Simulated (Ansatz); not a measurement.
# MgO: the cost of one run

Computed with Ansatz 0.2.0 (DFT PBE, scalar-relativistic, plane waves, PAW, unless a step's input says otherwise).

**1. Starting point**

Symmetry: P6_3mc, No. 186, hexagonal system. The conventional cell has a = 3.308 Å, b = 3.308 Å, c = 4.983 Å, α = 90.00°, β = 90.00°, γ = 120.00°. Mg (site symmetry 3m) has 4 O at 1.97 to 1.99 Å as nearest neighbours. Around O (site symmetry 3m) lie 4 Mg at 1.97 to 1.99 Å.

As a file:

```cif
data_structure
_symmetry_space_group_name_H-M 'P6_3mc'
_symmetry_Int_Tables_number 186
_cell_length_a 3.3078
_cell_length_b 3.3078
_cell_length_c 4.9829
_cell_angle_alpha 90.000
_cell_angle_beta 90.000
_cell_angle_gamma 120.000
_cell_volume 47.22
loop_
_atom_site_label
_atom_site_type_symbol
_atom_site_symmetry_multiplicity
_atom_site_Wyckoff_symbol
_atom_site_fract_x
_atom_site_fract_y
_atom_site_fract_z
_atom_site_occupancy
Mg1 Mg 2 b 0.33333 0.66667 0.00216 1
O1 O 2 b 0.33333 0.66667 0.40244 1
```

It goes back to an entry of the Materials Project, which need not be the stable form.

The cell is taken as given, not relaxed at this level.

**2. Next: an axial (c/a) deformation path**

At fixed volume and fractional coordinates, lengths along (0.000, 0.000, 1.000) are scaled against those across it; ρ is that ratio over its starting value.

**3. Point ρ = 0.850**

The input, input.yaml:

```yaml
crystal:
  lattice:
    - [3.4919221997, 0.0, 0.0]
    - [-1.7459610999, 3.024093333, 0.0]
    - [0.0, 0.0, 4.4712249954]
  atoms:
    - { symbol: Mg, position: [0.3333333333, 0.6666666667, 0.00215974] }
    - { symbol: Mg, position: [0.6666666667, 0.3333333333, 0.50215974] }
    - { symbol: O, position: [0.3333333333, 0.6666666667, 0.40244026] }
    - { symbol: O, position: [0.6666666667, 0.3333333333, 0.90244026] }
basis:
  ecutwfc: 420
kpoints:
  mp_grid: { grid: [9, 9, 6] }
hamiltonian:
  xc: pbe
scf:
  occupations: { method: gaussian, width: 0.05 }
output:
  forces: true
  stress: true
  eigenvalues: true
```

**Question.** How long does this run take on 1 thread of an Arm CPU, shared host, and how much memory does it need?

About 3.9 s, with a peak of 0.31 GiB.
